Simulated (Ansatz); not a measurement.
## 4 guesses for Al₂Pt and where they end

Level of theory: Ansatz 0.2.0, DFT PBE, scalar-relativistic, plane waves, PAW. Settings: cutoff 420 eV, Γ-centred meshes spaced at most about 0.3 Å⁻¹, and about 0.25 Å⁻¹ or finer for metals (2π included), Gaussian smearing. No spin polarisation in the final relaxations.

Each guess was relaxed in cell and atoms at zero pressure, within the symmetry of its start. Temperature and zero-point effects are left out. Coordination counts all near atoms (those within 1.25 times the shortest distance at each site; a plus sign parts nearer from farther groups; a slash parts the counts of unlike sites).

```
guess                   made from  start group  V start (Å³/atom)         end group  V end (Å³/atom)  coordination at the end  gap on mesh (eV)  E over the lowest end (meV/atom)
    1                 random cell         P31m               15.4             P-62m             15.4             Al 12, Pt 12                 0                               340
    2                 random cell         Pba2               15.7                 ?                ?                        ?                 ?                                 ?
    3                 random cell         P4mm               16.2              P4mm             16.8       Al 1+8/4+8, Pt 5+4                 0                               438
    4  a cell as deposited in COD        Fm-3m               17.2  Fm-3m (fluorite)             17.5             Al 4+6, Pt 8                 0                                 0
```

Guess 2 as it starts:

```
Al Pt
1.0
     4.38814    0.00000    0.00000
     0.00000    4.87498    0.00000
     0.00000    0.00000    4.39361
Al Pt
4 2
Cartesian
  0.9484 3.0156 1.7107
  3.4397 1.8594 1.7107
  1.2456 0.5781 1.7107
  3.1425 4.2969 1.7107
  2.1941 0.0000 3.5446
  0.0000 2.4375 3.5446
```

Task: Fill in the missing row: what does this guess relax into, and where does it rank?

Result: It ends in space group P4/mbm (No. 127), with a = 5.958 Å, c = 2.837 Å, 16.8 Å³/atom and no gap. It lies 255 meV/atom over the lowest end, above guess 4 and below guess 1. Counting all near atoms, this end has Al 7+4, Pt 10 and the lowest (guess 4) has Al 4+6, Pt 8.

```cif
data_structure
_symmetry_space_group_name_H-M 'P 1'
_symmetry_Int_Tables_number 1
_cell_length_a 5.9583
_cell_length_b 5.9583
_cell_length_c 2.8367
_cell_angle_alpha 90.000
_cell_angle_beta 90.000
_cell_angle_gamma 90.000
_cell_volume 100.71
loop_
_atom_site_label
_atom_site_type_symbol
_atom_site_fract_x
_atom_site_fract_y
_atom_site_fract_z
_atom_site_occupancy
Al1 Al 0.66586 0.83414 0.50000 1
Al2 Al 0.33414 0.16586 0.50000 1
Al3 Al 0.16586 0.66586 0.50000 1
Al4 Al 0.83414 0.33414 0.50000 1
Pt1 Pt 0.00000 0.00000 0.00000 1
Pt2 Pt 0.50000 0.50000 0.00000 1
```

The zero of energy is the elements' standard structures at the same level; no fitted shifts are applied.

Task: Is the lowest end bound against the elements?

Result: Yes: its formation energy is −0.88 eV/atom. Whether it is stable depends on the other phases of the system, which aren't compared here.

These runs have no spin–orbit coupling, which can matter for Pt. Cells relaxed within their symmetry can be saddle points; a later kick test found a lower structure for Al2Pt P-62m. Some structure types and database cells were kept out of the candidates from the start, so a known form may be missing.
